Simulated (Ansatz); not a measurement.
# CdO2 (P-3m1) in Ansatz: elastic constants with LDA

Aim: the elastic constants of CdO2 with LDA.

Everything below comes from runs of Ansatz 0.2.0. Logs are shortened: lines on timing, memory, paths and dates and some standing lists are left out, and cuts for length are marked.

**1. The structure**

Symmetry: P-3m1, No. 164, trigonal system. Conventional cell: a = 3.476 Å, b = 3.476 Å, c = 4.148 Å, α = 90.00°, β = 90.00°, γ = 120.00°. Cd (site symmetry -3m) is surrounded by 6 O at 2.25 Å. Around O (site symmetry 3m) lie 3 Cd at 2.25 Å.

The cell comes from a database or a generator and needn't be the stable form of this composition.

**2. Elastic constants, LDA**

input.yaml

```yaml
crystal:
  lattice:
    - [3.4762295762, 0.0, 0.0]
    - [-1.7381147881, 3.0105031223, 0.0]
    - [0.0, 0.0, 4.148076]
  atoms:
    - { symbol: Cd, position: [0.0, 0.0, 0.0] }
    - { symbol: O, position: [0.3333333333, 0.6666666667, 0.244219] }
    - { symbol: O, position: [0.6666666667, 0.3333333333, 0.755781] }
hamiltonian:
  xc: lda
  pseudopotentials: { kind: paw }
kpoints:
  mp_grid: { grid: [7, 7, 5] }
scf:
  occupations: { method: fermi_dirac, width: 0.05 }
output:
  forces: true
  stress: true
elastic:
  mode: relaxed_ion
  stencil: two_point
```

Potentials or basis: Ansatz PAW.

Started as:

```sh
$ ansatz run input.yaml --threads 2 --pin off --max-ram 5632MiB --backend cpu --events-out ev --progress --plain --runs-dir out
```

Output:

```text
Warning: RAYON_NUM_THREADS=2 ignored (pool sized by the plan → 2); use --threads N
Engine: ansatz 0.2.0, aarch64-unknown-linux-gnu
Pseudopotentials: kind: paw
Pseudopotential: Cd, paw, valence charge 20, recommended cutoff 420 eV (normal), Cd.paw.azcp
Pseudopotential: O, paw, valence charge 6, recommended cutoff 420 eV (normal), O.paw.azcp
Functional definition: SPW92
  exchange = slater_x
  correlation = pw_c
Crystal: 3 atoms, lattice volume = 43.410 Å³
Basis set: ecut = 420 eV, 823 PW (Γ)
Bands: 20, of which v1, the nominal top of the filled ones, is band 16 counted from 1 (15 counted from 0)
Symmetry: 12 space group operations
Space group: P-3m1 (ITA 164), of the structure as read, at distance tolerance 3.5e-5 Å
k-points: 32 of 245
Non-local potential: Cd, projectors of the file, l = 0: 3, l = 1: 2, l = 2: 2, l = 3: 1
Non-local potential: O, projectors of the file, l = 0: 2, l = 1: 2, l = 2: 1
PAW form: soft (Blöchl's): semilocal exchange-correlation on the pseudo side does not see the compensation charge
PAW frozen core: Cd, regenerated for the run's functional, and the local potential with it (the file was generated under x = pbe(κ = 0.804, μ = 0.2195149727645171), c = pbe(β = 0.06672455060314922))
PAW frozen core: O, regenerated for the run's functional, and the local potential with it (the file was generated under x = pbe(κ = 0.804, μ = 0.2195149727645171), c = pbe(β = 0.06672455060314922))
PAW one-centre angular grid: Cd, 590 points (default); XC on 64 Gauss nodes
PAW one-centre angular grid: O, 110 points (default); XC on 64 Gauss nodes
Initial density: superposition of atomic densities (neutral atoms: chi_scale 0, normalization atom), corrected by the library's trained network
Initial wavefunctions: pseudopotential atomic-orbital guess
Functional: x = slater, c = lda
SCF iter   1: F=—  HF=-9222.795853 eV  |F-HF|=—  |Δ(HF+E_count)|=         —  Δρ=1.68e-2  dr2=9.00e-2  ethr=1.77e-3  ⟨swp⟩=5.9  Hψ=2770  notcnv=0
preconditioner: auto → LDOS  [metal: Δε(μ)=0.015 eV  Ē_g=12.560 eV  σ=0.050 eV  W_gap=0.08  n_scr=20 (ndim 8)  ℏωp=27.6 eV  f_vac=0.105  D(μ)=5.18/eV (n_scr^D=72)  β→1.0]
SCF iter   2: F=—  HF=-9222.772889 eV  |F-HF|=—  |Δ(HF+E_count)|=   2.30e-2  Δρ=9.98e-3  dr2=1.94e-2  ethr=2.81e-4  ⟨swp⟩=2.1  Hψ=1364  notcnv=0
SCF iter   3: F=—  HF=-9222.767686 eV  |F-HF|=—  |Δ(HF+E_count)|=   5.20e-3  Δρ=2.91e-3  dr2=2.84e-3  ethr=6.05e-5  ⟨swp⟩=2.0  Hψ=1248  notcnv=0
SCF iter   4: F=—  HF=-9222.767110 eV  |F-HF|=—  |Δ(HF+E_count)|=   5.75e-4  Δρ=1.39e-3  dr2=6.93e-4  ethr=8.87e-6  ⟨swp⟩=2.8  Hψ=999  notcnv=0
SCF iter   5: F=—  HF=-9222.767015 eV  |F-HF|=—  |Δ(HF+E_count)|=   9.57e-5  Δρ=6.90e-4  dr2=2.12e-4  ethr=2.16e-6  ⟨swp⟩=1.3  Hψ=675  notcnv=0
SCF iter   6: F=—  HF=-9222.766970 eV  |F-HF|=—  |Δ(HF+E_count)|=   4.50e-5  Δρ=2.63e-4  dr2=4.13e-5  ethr=6.63e-7  ⟨swp⟩=2.2  Hψ=888  notcnv=0
SCF iter   7: F=—  HF=-9222.766965 eV  |F-HF|=—  |Δ(HF+E_count)|=   4.44e-6  Δρ=5.21e-5  dr2=8.09e-7  ethr=1.29e-7  ⟨swp⟩=2.7  Hψ=961  notcnv=0
SCF iter   8: F=—  HF=-9222.766997 eV  |F-HF|=—  |Δ(HF+E_count)|=   3.15e-5  Δρ=9.09e-6  dr2=3.12e-8  ethr=2.53e-9  ⟨swp⟩=2.2  Hψ=951  notcnv=0
SCF iter   9: F=—  HF=-9222.766997 eV  |F-HF|=—  |Δ(HF+E_count)|=   3.50e-9  Δρ=1.86e-6  dr2=8.49e-10  ethr=9.74e-11  ⟨swp⟩=2.5  Hψ=1023  notcnv=0
SCF iter  10: F=—  HF=-9222.766997 eV  |F-HF|=—  |Δ(HF+E_count)|=  8.91e-11  Δρ=2.71e-7  dr2=1.62e-11  ethr=2.65e-12  ⟨swp⟩=2.5  Hψ=1085  notcnv=0
SCF iter  11: F=—  HF=-9222.766997 eV  |F-HF|=—  |Δ(HF+E_count)|=  3.64e-12  Δρ=3.82e-8  dr2=3.06e-13  ethr=5.06e-14 (applied; sched 1.00e-12)  ⟨swp⟩=2.5  Hψ=1158  notcnv=0
SCF iter  12: F=-9222.766997 eV  HF=-9222.766997 eV  |F-HF|=3.64e-12  |Δ(HF+E_count)|=    0.00e0  Δρ=5.37e-9  dr2=5.45e-15  ethr=1.00e-12  ⟨swp⟩=4.0  Hψ=2061  notcnv=0
SCF 1 converged in 12 iterations: F = -9222.766997 eV  dr2 = 5.45e-15
relax step   1: F+E_penalty+E_count = -9222.76699689 eV  Δ(F+E_penalty+E_count) = +0.000e0 eV  max|allowed force component| = 4.857e-1 eV/Å  Δτ_max = 0.0000 Å  (12 SCF iters, accepted)
Initial density: handed on by an earlier stage of this run
Initial wavefunctions: pseudopotential atomic-orbital guess (no wavefunctions were taken with the density)
SCF iter   1: F=—  HF=-9231.238952 eV  |F-HF|=—  |Δ(HF+E_count)|=         —  Δρ=2.51e-1  dr2=2.21e1  ethr=3.10e-3  ⟨swp⟩=5.9  Hψ=2920  notcnv=0
preconditioner: auto → LDOS  [metal: Δε(μ)=0.034 eV  Ē_g=13.587 eV  σ=0.050 eV  W_gap=0.16  n_scr=20 (ndim 8)  ℏωp=27.6 eV  f_vac=0.097  D(μ)=1.94/eV (n_scr^D=20)  β→1.0]
SCF iter   2: F=—  HF=-9225.706864 eV  |F-HF|=—  |Δ(HF+E_count)|=    5.53e0  Δρ=1.91e-1  dr2=8.00e0  ethr=3.10e-3  ⟨swp⟩=4.0  Hψ=1790  notcnv=0
SCF iter   3: F=—  HF=-9222.939050 eV  |F-HF|=—  |Δ(HF+E_count)|=    2.77e0  Δρ=4.86e-2  dr2=4.33e-1  ethr=3.10e-3  ⟨swp⟩=3.2  Hψ=1406  notcnv=0
SCF iter   4: F=—  HF=-9222.874555 eV  |F-HF|=—  |Δ(HF+E_count)|=   6.45e-2  Δρ=3.25e-2  dr2=2.23e-1  ethr=1.35e-3  ⟨swp⟩=2.7  Hψ=1316  notcnv=0
SCF iter   5: F=—  HF=-9222.835322 eV  |F-HF|=—  |Δ(HF+E_count)|=   3.92e-2  Δρ=1.07e-2  dr2=5.91e-2  ethr=6.98e-4  ⟨swp⟩=2.0  Hψ=802  notcnv=0
SCF iter   6: F=—  HF=-9222.823096 eV  |F-HF|=—  |Δ(HF+E_count)|=   1.22e-2  Δρ=6.21e-3  dr2=1.41e-2  ethr=1.85e-4  ⟨swp⟩=2.0  Hψ=774  notcnv=0
[... 785 lines left out ...]
Internal energy: -9222.800830 eV  (E = F + TS)
E sigma→0 (E₀):  -9222.820863 eV
Entropy (-TS):   -0.040064 eV (-13.355 meV/atom)
Fermi energy:    6.089914 eV
--- Per-component energies (eV) ---
  E_band       = -527.877432
  E_kinetic    = 841.823126
  E_local      = -4412.975030  (includes V_loc(G=0)·N_el)
  E_nonlocal   = 141.940971
  E_hartree    = 1956.590344
  E_xc         = -316.442938
  E_vxc        = -402.478245  (∫ρ·V_xc dr)
  E_paw        = -4237.696512  (= ΣΔE_a)
  E_vpaw       = -609.373658  (= ΣTr[D̂ρ^β])
  E_aug_tail   = 0.004713  (compensation charges beyond the density's cutoff)
  E_ewald      = -3197.005917
  E_core_change = 0.960412  (= ΣΔE_core)
  E_smearing   = -0.040064  (= −TS)
  E_closure    = 0.000000  (closes the sum)
  Σ components = -9222.840895   (vs F -9222.840895, Δ=0.00e0)
--- Forces (eV/Å), atoms counted from 1 ---
  atom   1  Cd     0.00000000     0.00000000     0.00000000
  atom   2  O     -0.00000000    -0.00000000    -0.00000817
  atom   3  O      0.00000000     0.00000000     0.00000817
  max |Σ_I F_I| component: 4.63e-18 eV/Å
--- Stress (GPa, compression-positive) ---
      -10.946442       0.000000      -0.000000
        0.000000     -10.946442      -0.000000
       -0.000000      -0.000000      -5.433189
  P = ⅓ Tr σ = -9.1087 GPa (-91.087 kbar)
--- Band table (eV; the first three rows and the last of 32) ---
  k-point 0: bands = ["-94.4568", "-55.5980", "-55.5774", "-55.5774", "-11.2524", "-9.4192", "-1.6920", "-1.6920", "-0.9539", "-0.3945", "-0.3945", "4.1861", "4.8611", "4.8611", "5.8828", "6.0979", "6.0979", "9.4472", "14.5122", "19.4072"]
  k-point 1: bands = ["-94.4569", "-55.5981", "-55.5774", "-55.5774", "-11.1861", "-9.5060", "-1.6881", "-1.6881", "-0.8555", "-0.4012", "-0.4012", "4.1978", "4.8201", "4.8201", "5.4216", "6.1511", "6.1511", "10.0830", "14.1130", "19.4564"]
  k-point 2: bands = ["-94.4568", "-55.5982", "-55.5774", "-55.5774", "-11.0624", "-9.6625", "-1.6817", "-1.6817", "-0.6857", "-0.4117", "-0.4117", "4.3028", "4.7202", "4.7600", "4.7600", "6.2328", "6.2328", "11.3256", "13.0473", "19.5642"]
  k-point 31: bands = ["-94.4565", "-55.5973", "-55.5837", "-55.5817", "-10.2459", "-10.1482", "-0.9572", "-0.8915", "-0.4894", "-0.3173", "-0.1931", "2.0272", "3.2674", "3.5988", "4.4266", "6.1644", "6.4133", "13.9993", "14.8506", "17.7134"]
--- Elastic constants: 3 strain directions × 2 members + reference (group order 12) ---
  dense FFT box of the reference and of every strained cell: 24×24×30
  strains applied: 11, 33, 23; error gains: componentwise 1.00 (the most a stress slope's error grows in a printed constant), spectral 1.41 (1 for all six strains in a standard setting)
  reference relaxed by the batch: 5 steps; max|allowed force component| 4.86e-1 eV/Å at the deck's positions, 8.15e-6 at the last accepted step, 8.17e-6 by the solve of record
  largest displacement 1.5e-1 Å; the constants are those of the deck's cell at these positions:
  atoms:
    - { symbol: Cd, position: [1.0741231279791537e-34, -3.554093906350716e-35, 0.0] }
    - { symbol: O, position: [0.33333333333333337, 0.6666666666666667, 0.2081635501936881] }
    - { symbol: O, position: [0.6666666666666667, 0.33333333333333337, 0.7918364498063122] }
  C = ∂σ_k/∂η_j (tension-positive GPa; Voigt order 11 22 33 23 13 12):
      -399.132    572.078    -29.279   -403.130      0.000      0.000
       572.078   -399.132    -29.279    403.130     -0.000     -0.000
       -22.067    -22.067    -31.441      0.000      0.000     -0.000
        -8.880      8.880      0.000    -13.717     -0.000     -0.000
         0.000     -0.000     -0.000      0.000    -13.717     -8.880
        -0.000      0.000      0.000     -0.000   -403.130   -485.605
  reference stress σ⁰ (GPa):     10.946     10.946      5.433      0.000      0.000     -0.000
  C* (energy form; C + prestress term) asymmetry max|C*_kj − C*_jk| = 3.942e2 GPa — a small one proves nothing (zero by symmetry where the batch's group is 432, −43m or m−3m); a large one is finite-difference/SCF noise where every solve meets its electron count
  moduli (Voigt/Reuss/Hill, GPa): K = 23.53/-31.75/-4.11   G = -192.64/712.60/259.98   E = -38.85   ν = -1.075
  mechanically stable: NO (min eigenvalue of sym C = -1052.89 GPa)
  the cell is mechanically unstable, and its weakest contacts join parallel layers: if it is meant as a slab among its images, read the layer's verdict in place of the crystal's
  the layer in its plane, per area (N/m: the tensor there times 4.1481 Å, the cell's volume per area; the error gains are the tensor's), 1 along (1.000, 0.000, 0.000), 2 along (-0.000, 1.000, 0.000):
    C11 = -165.56   C22 = -165.56   C12 = 237.30   C66 = -201.43   C16 = 0.00   C26 = -0.00
  moduli of the layer (Voigt/Reuss/Hill, N/m): K = 35.87/35.87/35.87   G = -201.43/-201.43/-201.43   E = 174.56   ν = -1.433
  mechanically stable in its plane: NO (min eigenvalue of those constants = -402.87 N/m; a buckling out of the plane is not judged)
  harmonic check of the ions' relaxations: strain 11: 1 of 1 pair far from harmonic (see the warning); strain 23: 1 of 1 pair far from harmonic (see the warning)
  the stresses are not corrected for the forces that the relaxations left standing (`elastic.f_tol`)
  strain η (Voigt 11):  stress-route row diagonal C_11 = -399.13 GPa, energy-path curvature d²(F+E_count+ΔE)/dδ²/Ω₀ = -998.97 GPa
         δ    σ_11 (GPa)             F (eV)   n_scf  n_hpsi   n_pw
    -2.000e-3      11.9950       -9222.8476917       2   12641    854   relax 12 steps, max|allowed force component| 1.94e-5 eV/Å
     2.000e-3      10.3984       -9222.8354661       2   12865    859   relax 9 steps, max|allowed force component| 6.95e-6 eV/Å
  strain η (Voigt 33):  stress-route row diagonal C_33 = -31.44 GPa, energy-path curvature d²(F+E_count+ΔE)/dδ²/Ω₀ = -32.08 GPa
         δ    σ_33 (GPa)             F (eV)   n_scf  n_hpsi   n_pw
    -2.000e-3       5.4955       -9222.8439664       2    5694    854   relax 3 steps, max|allowed force component| 2.77e-5 eV/Å
     2.000e-3       5.3697       -9222.8380067       2    5691    860   relax 3 steps, max|allowed force component| 2.60e-5 eV/Å
  strain η (Voigt 23):  stress-route row diagonal C_44 = -13.72 GPa, energy-path curvature d²(F+E_count+ΔE)/dδ²/Ω₀ = -232.50 GPa
         δ    σ_23 (GPa)             F (eV)   n_scf  n_hpsi   n_pw
    -2.000e-3      -0.0096       -9222.8412286       2   12846    856   relax 13 steps, max|allowed force component| 1.89e-5 eV/Å
     2.000e-3      -0.0644       -9222.8410778       2   12973    856   relax 12 steps, max|allowed force component| 2.26e-6 eV/Å
```

It took 72 s on 2 threads of Arm Neoverse V2, shared host; peak memory 0.36 GiB.

Results:

```yaml
Free_energy: -9222.8409 eV
Pressure: -9.1 GPa
Band_gap_on_the_k_mesh: none (metal or under the smearing width)
Voigt_bulk_modulus: 24 GPa
```

Elastic tensor in Voigt notation (GPa, in the Cartesian axes of the cell as first typed):
```
-399  572  -29 -403    0    0
 572 -399  -29  403    0    0
 -22  -22  -31    0    0    0
  -9    9    0  -14    0    0
   0    0    0    0  -14   -9
   0    0    0    0 -403 -486
```

Caveat: the cell is more than 3 GPa from zero pressure, which shifts response properties; the elastic tensor has a negative eigenvalue, so either the cell is unstable as it stands or the mesh is too thin; the pressure holds a Pulay correction of +0.8 GPa for the finite cutoff; the PAW data sets come from PBE, with cores solved anew for the run's functional, which leaves a small shift of forces and pressure.
